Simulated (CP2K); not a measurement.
## BaO: one setting at a time in CP2K

Simulated with CP2K 2026.2. This is a test of settings. The cell was built from a prototype and was relaxed with r2SCAN in plane waves (Ansatz 0.2.0). Not every such cell is a known phase. All runs are without spin polarisation.

The symmetry is Fm-3m (No. 225, cubic); a = 5.544 Å in the conventional setting, 21.30 Å³ an atom. Around Ba lie 6 O at 2.77 Å; around O lie 6 Ba at 2.77 Å.

The base run uses PBE in the DZVP-MOLOPT-SR basis.

```
&GLOBAL
 PROJECT run
 RUN_TYPE ENERGY_FORCE
 PRINT_LEVEL LOW
&END GLOBAL
&FORCE_EVAL
 METHOD QS
 STRESS_TENSOR ANALYTICAL
 &DFT
  BASIS_SET_FILE_NAME BASIS_MOLOPT
  POTENTIAL_FILE_NAME GTH_POTENTIALS
  &QS
   EXTRAPOLATION USE_GUESS
  &END QS
  &MGRID
   CUTOFF 500
   REL_CUTOFF 50
  &END MGRID
  &XC
   &XC_FUNCTIONAL PBE
   &END XC_FUNCTIONAL
  &END XC
  &KPOINTS
   SCHEME MONKHORST-PACK 5 5 5
   SYMMETRY F
   FULL_GRID F
  &END KPOINTS
  &SCF
   ADDED_MOS 8
   EPS_SCF 1e-6
   MAX_SCF 80
   &DIAGONALIZATION
   &END DIAGONALIZATION
   &MIXING
    METHOD BROYDEN_MIXING
    ALPHA 0.3
   &END MIXING
   &SMEAR
    METHOD FERMI_DIRAC
    ELECTRONIC_TEMPERATURE [K] 232
   &END SMEAR
   &PRINT
    &ITERATION_INFO
    &END ITERATION_INFO
   &END PRINT
  &END SCF
  &PRINT
   &BAND_STRUCTURE
    FILE_NAME bands.bs
    ADDED_MOS 6
    &KPOINT_SET
     UNITS B_VECTOR
     SPECIAL_POINT 0.00000000 0.00000000 0.00000000
     NPOINTS 0
    &END KPOINT_SET
    &KPOINT_SET
     UNITS B_VECTOR
     SPECIAL_POINT 0.50000000 0.00000000 0.50000000
     NPOINTS 0
    &END KPOINT_SET
    &KPOINT_SET
     UNITS B_VECTOR
     SPECIAL_POINT 0.62500000 0.25000000 0.62500000
     NPOINTS 0
    &END KPOINT_SET
    &KPOINT_SET
     UNITS B_VECTOR
     SPECIAL_POINT 0.37500000 0.37500000 0.75000000
     NPOINTS 0
    &END KPOINT_SET
    &KPOINT_SET
     UNITS B_VECTOR
     SPECIAL_POINT 0.50000000 0.50000000 0.50000000
     NPOINTS 0
    &END KPOINT_SET
    &KPOINT_SET
     UNITS B_VECTOR
     SPECIAL_POINT 0.50000000 0.25000000 0.75000000
     NPOINTS 0
    &END KPOINT_SET
    &KPOINT_SET
     UNITS B_VECTOR
     SPECIAL_POINT 0.00000000 0.50000000 0.50000000
     NPOINTS 0
    &END KPOINT_SET
   &END BAND_STRUCTURE
  &END PRINT
 &END DFT
 &SUBSYS
  &CELL
   A 3.92011894 0.00000000 0.00000000
   B 1.96005947 3.39492258 0.00000000
   C 1.96005947 1.13164086 3.20076371
  &END CELL
  &COORD
   SCALED
   Ba 0.00000000 -0.00000000 -0.00000000
   O 0.50000000 0.50000000 0.50000000
  &END COORD
  &KIND Ba
   BASIS_SET DZVP-MOLOPT-SR-GTH
   POTENTIAL GTH-PBE
  &END KIND
  &KIND O
   BASIS_SET DZVP-MOLOPT-SR-GTH
   POTENTIAL GTH-PBE
  &END KIND
 &END SUBSYS
 &PRINT
  &STRESS_TENSOR
  &END STRESS_TENSOR
  &FORCES
  &END FORCES
 &END PRINT
&END FORCE_EVAL
```

Command: `cp2k.psmp -i run.inp`. It took 15 s on 2 threads of Arm Neoverse V1, with other jobs on the host, peak memory 0.27 GiB.

It converged with a gap of 2.19 eV and a pressure of 3.47 GPa (positive in compression). Pressures on CP2K's grid carry noise of some tenths of a GPa.

Each further run moved one setting: KPOINTS (Monkhorst-Pack mesh); ELECTRONIC_TEMPERATURE (smearing temperature in K); ALPHA (mixing weight); REL_CUTOFF (grid cutoff relative to the Gaussians, in Ry); XC_FUNCTIONAL (functional, with the PBE potentials kept); MAX_SCF (limit on SCF cycles). Changes are from the base run, which isn't itself converged in every setting; energies of another Hamiltonian, functional, basis or charge aren't compared, and those at a high electronic temperature are mostly its entropy term. CP2K's gap is over the listed points.

```json
{"setting": "KPOINTS = 2x2x2", "how it ended": "converged", "gap change (eV)": "0.10", "energy change (meV/atom)": "-76.6", "pressure change (GPa)": "-1.23", "time (s)": "12"}
{"setting": "ELECTRONIC_TEMPERATURE = 1000", "how it ended": "converged", "gap change (eV)": "0.00", "energy change (meV/atom)": "0.0", "pressure change (GPa)": "0.00", "time (s)": "16"}
{"setting": "ALPHA = 0.05", "how it ended": "converged", "gap change (eV)": "0.00", "energy change (meV/atom)": "0.0", "pressure change (GPa)": "0.00", "time (s)": "27"}
{"setting": "REL_CUTOFF = 30", "how it ended": "converged", "gap change (eV)": "0.01", "energy change (meV/atom)": "-14.7", "pressure change (GPa)": "0.93", "time (s)": "14"}
{"setting": "XC_FUNCTIONAL = BP", "how it ended": "converged", "gap change (eV)": "0.01", "energy change (meV/atom)": "–", "pressure change (GPa)": "-0.17", "time (s)": "14"}
{"setting": "MAX_SCF = 2 (poor on purpose)", "how it ended": "not converged", "gap change (eV)": "–", "energy change (meV/atom)": "–", "pressure change (GPa)": "–", "time (s)": "3.6"}
```

ELECTRONIC_TEMPERATURE = 1000 changes nothing that matters here. ALPHA = 0.05 changes nothing that matters here. With MAX_SCF = 2 the cycle ended unconverged.

The end of the log, shortened, for MAX_SCF = 2:

```
#7  0x5f725eb33c7b in ???
#8  0x5f725e9a555b in ???
#9  0x5f725d834d13 in ???
#10  0x5f725d62a0cf in ???
#11  0x5f725df0745f in ???
#12  0x5f725df09d0b in ???
#13  0x5f725d620db3 in ???
#14  0x5f725d61ef13 in ???
#15  0x5f727ddc6573 in __libc_start_call_main
#16  0x5f727ddc6657 in __libc_start_main_impl
#17  0x5f725d61f06f in ???
#18  0xffffffffffffffff in ???
```

The runs are scalar-relativistic, without spin-orbit coupling.
